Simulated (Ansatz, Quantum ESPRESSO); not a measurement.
# NaH (Fm-3m): third-order response, part 3 of 3

Wanted: vibrational spectra of NaH (Fm-3m) from linear and non-linear response.

Quantum ESPRESSO 8.0 development, patched; DFT LDA, scalar-relativistic, plane waves, PseudoDojo norm-conserving pseudopotentials.

So far. Step 5 (Zone-centre response): The acoustic modes at Γ come out as far as 5.7 cm⁻¹ from zero, where they should vanish, a small numerical error; the Born charges miss their sum rule by 7.0e-5 e, which is good. Step 6 (Zone-centre analysis): The rule moves no optical mode by more than 0.1 cm⁻¹. The relaxed cell has a = 4.691 Å (conventional setting).

## Step 8: Sum rules set otherwise (asr no)

Without the rule the raw error of the acoustic modes shows.

File dynmat.in:

```
 &input
    fildyn='g.dyn',
    asr='no',
    fileig='dynmat.eig',
    lperm=.true.,
 /
```

Run with:

```
$ dynmat.x -in dynmat.in > dynmat.out
```

Log:

```text
[banner, memory and clock lines left out]
Program DYNMAT v.8.0dev

     Reading Dynamical Matrix from file g.dyn
     ...Force constants read
     ...epsilon and Z* read
     ...Raman cross sections read
     A direction for q was not specified:TO-LO splitting will be absent

     Polarizability (A^3 units)
     multiply by 0.560000 for Clausius-Mossotti correction (not under assume_isolated = 'mt')
         4.839911    0.000000    0.000000
         0.000000    4.839911   -0.000000
         0.000000   -0.000000    4.839911

     IR activities are in (D/A)^2/amu units

# mode   [cm-1]    [THz]      IR
    1      5.65    0.1695    0.0000
    2      5.65    0.1695    0.0000
    3      5.65    0.1695    0.0000
    4    560.79   16.8120   21.4459
    5    560.79   16.8120   21.4459
    6    560.79   16.8120   21.4459

Electronic dielectric permittivity tensor (relative, adimensional)
         3.357139    0.000000    0.000000
         0.000000    3.357139   -0.000000
         0.000000   -0.000000    3.357139

 ... with zone-center polar mode contributions
         8.994015    0.000000    0.000000
         0.000000    8.994015    0.000000
         0.000000    0.000000    8.994015
```

It took 0.58 s on 1 thread of Intel Xeon Platinum 8488C (Sapphire Rapids), shared host.

Zone-centre frequencies as printed; negative means imaginary. Modes:

| mode | frequency (cm⁻¹) |
| --- | --- |
| 1 | 5.65 |
| 2 | 5.65 |
| 3 | 5.65 |
| 4 | 560.8 |
| 5 | 560.8 |
| 6 | 560.8 |

Against the first rule no mode moves by more than 5.7 cm⁻¹.

## Step 9: Modes along a direction of q (1 0 0)

A longitudinal polar mode sets up a macroscopic field that stiffens it; the term hangs on the direction from which q goes to zero.

File dynmat.in:

```
 &input
    fildyn='g.dyn',
    asr='simple',
    fileig='dynmat.eig',
    q(1)=1.0,
    q(2)=0.0,
    q(3)=0.0,
 /
```

Run with:

```
$ dynmat.x -in dynmat.in > dynmat.out
```

Log:

```text
[banner, memory and clock lines left out]
Program DYNMAT v.8.0dev

     Reading Dynamical Matrix from file g.dyn
     ...Force constants read
     ...epsilon and Z* read
     ...Raman cross sections read

     Polarizability (A^3 units)
     multiply by 0.560000 for Clausius-Mossotti correction (not under assume_isolated = 'mt')
         4.839911    0.000000    0.000000
         0.000000    4.839911   -0.000000
         0.000000   -0.000000    4.839911

     IR activities are in (D/A)^2/amu units

# mode   [cm-1]    [THz]      IR
    1     -0.00   -0.0000    0.0000
    2     -0.00   -0.0000    0.0000
    3     -0.00   -0.0000    0.0000
    4    560.79   16.8121   21.4445
    5    560.79   16.8121   21.4445
    6    917.87   27.5171   21.4445
```

Elapsed: 0.58 s, on 1 thread.

Numbers from this step:

- highest mode moved by the LO-TO term: 917.9 cm⁻¹

Zone-centre frequencies as printed; negative means imaginary. Modes:

| mode | frequency (cm⁻¹) |
| --- | --- |
| 1 | 0 |
| 2 | 0 |
| 3 | 0 |
| 4 | 560.8 |
| 5 | 560.8 |
| 6 | 917.9 |

The field moves one mode, from 561 to 918 cm⁻¹; the others stay.

## Step 10: A second program

A second program on the same cell, potentials, cutoff and meshes tests the implementation of the phonon response, not its convergence. Its field response is summed in its own way. Its k mesh is centred on Γ.

This step: DFT LDA, scalar-relativistic, plane waves, PseudoDojo norm-conserving pseudopotentials (Ansatz 0.2.0).

File input.yaml:

```yaml
crystal:
  lattice:
    - [-2.345366206, 0.0, 2.345366206]
    - [0.0, 2.345366206, 2.345366206]
    - [-2.345366206, 2.345366206, 0.0]
  atoms:
    - { symbol: Na, position: [0.0, 0.0, 0.0] }
    - { symbol: H, position: [0.5, 0.5, 0.5] }
kpoints:
  mp_grid: { grid: [8, 8, 8] }
hamiltonian:
  xc: lda
  pseudopotentials: { kind: nc, accuracy: standard }
scf:
  occupations: { method: fixed }
output:
  eigenvalues: true
basis:
  ecutwfc: 1197.301
phonons:
  method: dfpt
  dielectric: true
  rigid_motions: translations
  raman: true
```

Run with:

```
$ ansatz run input.yaml --threads 2 --pin off --max-ram 4096MiB --backend cpu --events-out ev --progress --plain --runs-dir out
```

Log:

```text
Engine: ansatz 0.2.0, x86_64-unknown-linux-gnu
Pseudopotentials: kind: nc
Pseudopotential: Na, nc, valence charge 9, recommended cutoff 1197.300995 eV (normal), Na.nc.azcp (PseudoDojo's, or run here from an input of PseudoDojo's; its table is named by hamiltonian.pseudopotentials.accuracy)
Pseudopotential: H, nc, valence charge 1, recommended cutoff 1006.821291 eV (normal), H.nc.azcp (PseudoDojo's, or run here from an input of PseudoDojo's; its table is named by hamiltonian.pseudopotentials.accuracy)
Functional definition: SPW92
  exchange = slater_x
  correlation = pw_c
Crystal: 2 atoms, lattice volume = 25.803 Å³
Basis set: ecut = 1197.301 eV, 2421 PW (Γ), exchange–correlation on 80×80×80 points (8 copies of the dense FFT grid, shifted against one another)
Bands: 9, of which v1, the nominal top of the filled ones, is band 5 counted from 1 (4 counted from 0)
Symmetry: 48 space group operations
k-points: 59 of 512 (irreducible under 8 space group operations, time reversal used)
Non-local potential: Na, projectors of the file, l = 0: 2, l = 1: 2
Non-local potential: H, projectors of the file, l = 0: 2, l = 1: 1
Initial density: superposition of atomic densities (chi_scale 0.1, normalization cell, long waves kept (reshape's long-wave potential 0.00 eV rms))
Initial wavefunctions: pseudopotential atomic-orbital guess
Functional: x = slater, c = lda
SCF iter   1: F=—  HF=-1257.608678 eV  |F-HF|=—  |Δ(HF+E_count)|=         —  Δρ=5.35e-2  dr2=8.28e-1  ethr=3.10e-3  ⟨swp⟩=4.8  Hψ=3072  notcnv=0  defer=105
preconditioner: auto → none  [insulator: Δε(μ)=4.568 eV  Ē_g=26.509 eV  n_scr=8 (ndim 8)  ℏωp=20.7 eV  f_vac=0.000  ε∞_Penn≈1.6]
SCF iter   2: F=—  HF=-1257.320133 eV  |F-HF|=—  |Δ(HF+E_count)|=   2.89e-1  Δρ=1.24e-2  dr2=5.12e-2  ethr=3.10e-3  ⟨swp⟩=2.1  Hψ=1130  notcnv=0  defer=112
SCF iter   3: F=—  HF=-1257.305098 eV  |F-HF|=—  |Δ(HF+E_count)|=   1.50e-2  Δρ=2.35e-3  dr2=6.65e-4  ethr=5.12e-4  ⟨swp⟩=2.5  Hψ=727  notcnv=0  defer=116
SCF iter   4: F=—  HF=-1257.305395 eV  |F-HF|=—  |Δ(HF+E_count)|=   2.97e-4  Δρ=4.85e-4  dr2=2.44e-5  ethr=6.65e-6  ⟨swp⟩=2.1  Hψ=670  notcnv=0  defer=116
SCF iter   5: F=—  HF=-1257.305405 eV  |F-HF|=—  |Δ(HF+E_count)|=   1.07e-5  Δρ=3.07e-5  dr2=6.17e-8  ethr=2.44e-7  ⟨swp⟩=1.8  Hψ=578  notcnv=0  defer=98
SCF iter   6: F=—  HF=-1257.305410 eV  |F-HF|=—  |Δ(HF+E_count)|=   4.79e-6  Δρ=5.67e-6  dr2=2.06e-9  ethr=6.17e-10  ⟨swp⟩=2.7  Hψ=822  notcnv=0  defer=20
SCF iter   7: F=—  HF=-1257.305410 eV  |F-HF|=—  |Δ(HF+E_count)|=  5.61e-10  Δρ=1.52e-6  dr2=1.57e-10  ethr=1.00e-12  ⟨swp⟩=7.8  Hψ=3057  notcnv=0
SCF iter   8: F=-1257.305410 eV  HF=-1257.305410 eV  |F-HF|=4.09e-12  |Δ(HF+E_count)|=  6.80e-11  Δρ=3.00e-7  dr2=5.92e-12  ethr=1.00e-12  ⟨swp⟩=5.0  Hψ=1917  notcnv=0
SCF 1 converged in 8 iterations: F = -1257.305410 eV  dr2 = 5.92e-12
DFPT response loops at Γ: preconditioner auto → none (the input reference at scf.mixing.eps_inf says where Resta's filter doesn't serve); β = 0.50; Broyden in place of MSR1
── the response to a field inside a basis, on 12×12×12 k-points: an SCF that follows is theirs, and a resumed run solves both again ──
Bands: 6, of which v1, the nominal top of the filled ones, is band 5 counted from 1 (4 counted from 0)
k-points: 182
Initial density: handed on by an earlier stage of this run
Initial wavefunctions: pseudopotential atomic-orbital guess (no wavefunctions were taken with the density)
Eigensolver: Dense (182 Hₖ)
SCF iter   1: F=—  HF=-1257.304889 eV  |F-HF|=—  |Δ(HF+E_count)|=         —  Δρ=5.44e-5  dr2=6.07e-8  ethr=1.00e-1
preconditioner: auto → none  [insulator: Δε(μ)=3.614 eV  Ē_g=7.005 eV  n_scr=8 (ndim 8)  ℏωp=10.3 eV  f_vac=0.000  ε∞_Penn≈3.2]
SCF iter   2: F=—  HF=-1257.304889 eV  |F-HF|=—  |Δ(HF+E_count)|=   1.05e-7  Δρ=2.72e-5  dr2=1.43e-8  ethr=6.07e-10
SCF iter   3: F=—  HF=-1257.304889 eV  |F-HF|=—  |Δ(HF+E_count)|=   3.60e-8  Δρ=1.38e-6  dr2=1.12e-10  ethr=1.43e-10
SCF iter   4: F=-1257.304889 eV  HF=-1257.304889 eV  |F-HF|=9.09e-13  |Δ(HF+E_count)|=  4.55e-13  Δρ=6.64e-8  dr2=3.37e-13  ethr=1.12e-12
SCF 1 converged in 4 iterations: F = -1257.304889 eV  dr2 = 3.37e-13
DFPT response loops at Γ: mixed as the last ones told, above
DFPT response loops at Γ: mixed as the last ones told, above
SCF converged after 8 iterations
Free energy (F): -1257.305410 eV
Harris-Foulkes:  -1257.305410 eV  (|F-HF|=4.09e-12)
Internal energy: -1257.305410 eV  (E = F + TS)
E sigma→0 (E₀):  -1257.305410 eV
Fermi energy:    1.109740 eV
--- Per-component energies (eV) ---
  E_band       = -223.440744
  E_kinetic    = 770.174709
  E_local      = -1309.046809  (includes V_loc(G=0)·N_el)
  E_nonlocal   = -406.822709
  E_hartree    = 486.702237
  E_xc         = -191.145006
  E_vxc        = -251.150335  (∫ρ·V_xc dr)
  E_ewald      = -607.167832
  E_smearing   = -0.000000  (= −TS)
  E_closure    = -0.000000  (closes the sum)
  Σ components = -1257.305410   (vs F -1257.305410, Δ=0.00e0)
--- Band table (eV; the first three rows and the last of 59) ---
  k-point 0: bands = ["-48.5061", "-20.9697", "-20.9697", "-20.9697", "-2.9355", "12.3050", "17.0235", "17.0235", "17.0235"]
  k-point 1: bands = ["-48.5045", "-20.9893", "-20.9719", "-20.9719", "-2.6425", "11.2347", "14.4045", "16.2603", "16.2603"]
  k-point 2: bands = ["-48.5006", "-21.0362", "-20.9774", "-20.9774", "-1.8071", "8.5350", "13.0276", "15.4455", "15.4455"]
  k-point 58: bands = ["-48.4915", "-21.0864", "-21.0136", "-21.0136", "0.8976", "5.5738", "11.1343", "11.9898", "11.9898"]
--- Phonons (Γ-DFPT): 2 representative perturbations + reference, on 59 of 512 k-points (Σ response iterations 6) ---
  k mesh reduced under 8 symmetry operations, with k and −k counted as one. Each operation leaves every solved perturbation unchanged. A smaller set is not considered because the run solves the response to a homogeneous field
  ASR residual: 4.970e-4 → 0.000e0 eV/Å²; symmetrization residual: 2.419e-6 eV/Å²
  ASR residual per site (eV/Å²): 4.97e-4 4.88e-5
  Γ frequencies (cm⁻¹): 0.00 0.00 0.00 560.79 560.79 560.79
  ε∞ (high-frequency dielectric tensor):
        3.356595    -0.000000    -0.000000
       -0.000000     3.356595    -0.000000
       -0.000000    -0.000000     3.356595
  ε⁰ (static dielectric tensor: ions relaxed, cell fixed):
        8.992664    -0.000000     0.000000
       -0.000000     8.992664     0.000000
        0.000000     0.000000     8.992664
  ε⁰ − ε∞ (ionic part):
        5.636068    -0.000000     0.000000
       -0.000000     5.636068     0.000000
        0.000000     0.000000     5.636068
  softest optical mode at Γ: 560.79 cm⁻¹; the repairs (sum rule, projections) moved no ω² at Γ by more than (4.13 cm⁻¹)²
  Born effective charges Z* (e; rows j = field, columns β = displacement):
    site 0:
         0.94738   -0.00000    0.00000
        -0.00000    0.94738   -0.00000
         0.00000   -0.00000    0.94738
    site 1:
        -0.94738    0.00000   -0.00000
         0.00000   -0.94738    0.00000
        -0.00000    0.00000   -0.94738
  Z* charge neutrality: 5.008e-5 e pre-enforcement
  solved inside a basis spanned on kpoints, on 12×12×12 k-points transformed towards the longest dipole: ε∞ is read to err by 7.2e-3, Z* by 9.5e-3 e (field_mesh: kpoints solves on kpoints); Z* is corrected for what the basis lacks
  Raman tensors (in the event stream and the table raman_tensors.tsv): an entry may err by 2.2e-4 Å², one of the second-order susceptibility by 2.4e-20 pm/V (basis, points and sum rule); their sum over the sites missed zero by 5.046e-22 Å² ahead of its enforcement
  optical modes at Γ without the LO–TO term, one row a degenerate level:
      ω (cm⁻¹)  modes    IR ((D/Å)²/amu)  static Raman (Å⁴/amu)  depolarisation
        560.79      3            64.3291                 0.0000               —
  optical modes at Γ + LO–TO along q̂ = [1.0000, 0.0000, 0.0000]:
      ω (cm⁻¹)  modes    IR ((D/Å)²/amu)  static Raman (Å⁴/amu)  depolarisation
        560.79      2            42.8860                 0.0000               —
        917.91      1            21.4430                 0.0000               —
  optical modes at Γ + LO–TO along q̂ = [0.0000, 1.0000, 0.0000]:
      ω (cm⁻¹)  modes    IR ((D/Å)²/amu)  static Raman (Å⁴/amu)  depolarisation
        560.79      2            42.8860                 0.0000               —
        917.91      1            21.4430                 0.0000               —
  optical modes at Γ + LO–TO along q̂ = [0.0000, 0.0000, 1.0000]:
      ω (cm⁻¹)  modes    IR ((D/Å)²/amu)  static Raman (Å⁴/amu)  depolarisation
        560.79      2            42.8860                 0.0000               —
        917.91      1            21.4430                 0.0000               —
```

The job ended after 74 s (2 threads; peak memory 0.82 GiB).

This step gave:

* sum-rule residual before enforcement: 4.97e-4 eV/Å²
* miss of the charge sum rule: 5.01e-5 e
* estimated error of the dielectric tensor: 0.007192
* estimated error of the Born charges: 0.009476 e
* mean static dielectric constant: 8.993

Transverse modes. Lines of the infrared spectrum (strongest = 100):

```
position (cm⁻¹)  label  IR intensity ((D/Å)²/amu), degenerate modes summed, relative
            561    T1u                                                           100
```

## Step 11: Side by side: QE PseudoDojo and Ansatz, PseudoDojo

Worked out from the results:

```
root-mean-square difference : 0 cm⁻¹
largest difference          : 0 cm⁻¹
```

Frequencies side by side, by row:

| q (reciprocal lattice) | mode | QE PseudoDojo (cm⁻¹) | Ansatz, PseudoDojo (cm⁻¹) |
| --- | --- | --- | --- |
| 0 0 0 | 1 | 0 | 0 |
| 0 0 0 | 2 | 0 | 0 |
| 0 0 0 | 3 | 0 | 0 |
| 0 0 0 | 4 | 560.8 | 560.8 |
| 0 0 0 | 5 | 560.8 | 560.8 |
| 0 0 0 | 6 | 560.8 | 560.8 |

The two runs side by side. Further quantities:

```csv
quantity,QE PseudoDojo,"Ansatz, PseudoDojo"
mean ε∞,3.357,3.357
"largest Born charge in size (e; the first before, the second after the charge sum rule)",0.947,0.947
summed IR intensity ((D/Å)²/amu),64.33,64.33
```

At the zone centre the largest difference (acoustic modes at Γ apart) is 0.002 % of the highest mode.

## Step 12: Outcome

```
space group after relaxation                                           : Fm-3m
volume per atom                                                        : 12.9 Å³
gap on the k-mesh                                                      : 3.55 eV
highest optical zone-centre mode (no LO-TO term)                       : 560.8 cm⁻¹
highest mode moved by the LO-TO term                                   : 917.9 cm⁻¹
mean high-frequency dielectric constant                                : 3.36
largest Born charge in size (third of the trace)                       : 0.947 e
mean static dielectric constant                                        : 8.99
imaginary optical modes at the zone centre (no q mesh in this session) : none
largest difference from Ansatz, PseudoDojo                             : 0 cm⁻¹
```

What this shows: No mode is Raman active in this structure; the strongest infrared line lies at 561 cm⁻¹. At the LDA level the optical modes of NaH (Fm-3m) at the zone centre (no LO-TO term) lie at 561 cm⁻¹. Along the directions run, the highest mode that the macroscopic field moves lies at 918 cm⁻¹. Lattice motion raises the mean dielectric constant from 3.357 to 8.994. The Lyddane-Sachs-Teller relation holds: (ωLO/ωTO)² is 2.68 and ε₀/ε∞ is 2.68. QE PseudoDojo and Ansatz, PseudoDojo agree to 0.01 cm⁻¹ (0.002 % of the highest mode compared) on all solved modes but the acoustic ones at Γ, without the LO-TO term. These are harmonic frequencies at zero temperature: anharmonic shifts and linewidths and thermal expansion are left out. The build is a development version in which the Raman tensors of release 7.5 are mended; dynmat.x leaves out the electro-optic term of LO lines.

[Host names and launcher messages were left out of these logs when they were recorded.]

[Logs are printed without paths, hosts, clocks, repeated set-up lines and the standing remarks that a program may print on its own settings, such as how far it seeks lower states.]

[Hosts, paths, dates, database ids (printed as entryN), source tags and the programs' standing remarks are cut or masked in the printed files.]
